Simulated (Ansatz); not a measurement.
# SiC (F-43m): G0W0 and the starting functional

```
Si C
1.0
     0.00000    2.10370    2.10370
     2.10370    0.00000    2.10370
     2.10370    2.10370    0.00000
Si C
1 1
Direct
  0.00000 0.00000 0.00000
  0.25000 0.25000 0.25000
```

Held fixed (Ansatz):

```json
{"datasets": "all-electron datasets in plane waves (scalar-relativistic, Gaussian nuclei)", "k mesh": "4×4×4", "empty bands": "120", "response cutoff": "200 eV", "frequencies": "contour deformation", "q → 0 term": "analytic weight of Carrier, Rohra and Görling", "band sums": "cut at the band count"}
```

The gap is read from Γ to k = (0, -0.5, -0.5), linearised, between the Kohn-Sham band edges among the points solved. ε∞ is the electronic dielectric constant on this mesh. Wave cutoffs: 2970, 2970 eV in the order of the table.

| orbitals | KS gap (eV) | G0W0 gap (eV) | ε∞ |
| --- | --- | --- | --- |
| PBE | 1.21 | 2.11 | 8.7 |
| r²SCAN | 1.61 | 2.29 | 7.6 |

The Kohn-Sham gaps spread over 0.40 eV and the G0W0 gaps over 0.17 eV, so the dependence on the start shrinks but stays.

The cell is a model at fixed atoms and needn't be the relaxed known crystal. Points k are given in fractions of the reciprocal vectors. The mesh is coarse, so these are values at the stated settings, not converged ones. Band sums or response are cut, so the gap isn't at its basis limit. The gap is read on the mesh, and the crystal's band edges can lie off it. With r²SCAN or HSE06 the Kohn-Sham levels are generalised ones. Meshes this coarse can overestimate the dielectric constant by a tenth and more.
